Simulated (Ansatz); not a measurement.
Computed with DFT PBE, scalar-relativistic, plane waves, PAW (Ansatz). All cells share a 420 eV cutoff and Γ-centred k meshes spaced at most about 0.3 Å⁻¹ (about 0.25 or finer for metals, 2π included). No spin polarisation in the final relaxations.

These are static total energies at zero pressure.

Compare these two cells of Si₂Ge, each relaxed at this level.

A. Space group P-3m1 (No. 164), trigonal, a = 2.978 Å, c = 6.547 Å. Around Si lie 3 Si at 2.55 Å, 3 Ge at 2.90 Å and 6 Si at 2.98 Å; Ge has 6 Si at 2.90 Å and 6 Ge at 2.98 Å.

B. Space group P-3m1 (No. 164), trigonal, a = 3.567 Å, c = 9.714 Å. Si on its first site has 3 Si at 2.48 Å, 3 Ge at 2.65 Å and 1 Si at 3.05 Å; Si on its second site has 3 Si at 2.48 Å, 3 Si at 2.65 Å, 1 Ge at 3.04 Å and 1 Si at 3.05 Å; around Ge lie 3 Si at 2.65 Å, 3 Ge at 2.84 Å and 1 Si at 3.04 Å.

Task: Which would you expect to be lower, and how large is the difference?

Result: B is lower, by 136 meV/atom. A has Si and Ge ordered on fcc sites, space group P-3m1 (No. 164), 16.8 Å³/atom and no gap on its mesh; B has space group P-3m1 (No. 164), 17.8 Å³/atom and no gap. Counting Ge atoms around Si (those within 1.25 times the shortest such distance or 1.15 times the sum of covalent radii; the shortest distance is added where it is long for a bond; a slash parts the counts of unlike sites), A has Si 3 from 2.9 Å and B has Si 1 from 3.0 Å/3. The lower one is the more open, so pressure narrows the difference. Even the lower one lies +0.38 eV/atom against the reference forms of the elements (uncorrected), so neither is stable at this level. Both come from invented guesses. A third cell relaxed alike, in P-3m1, lies 0.36 eV/atom below the lower of the two.

Cells relaxed within their symmetry can be saddle points.
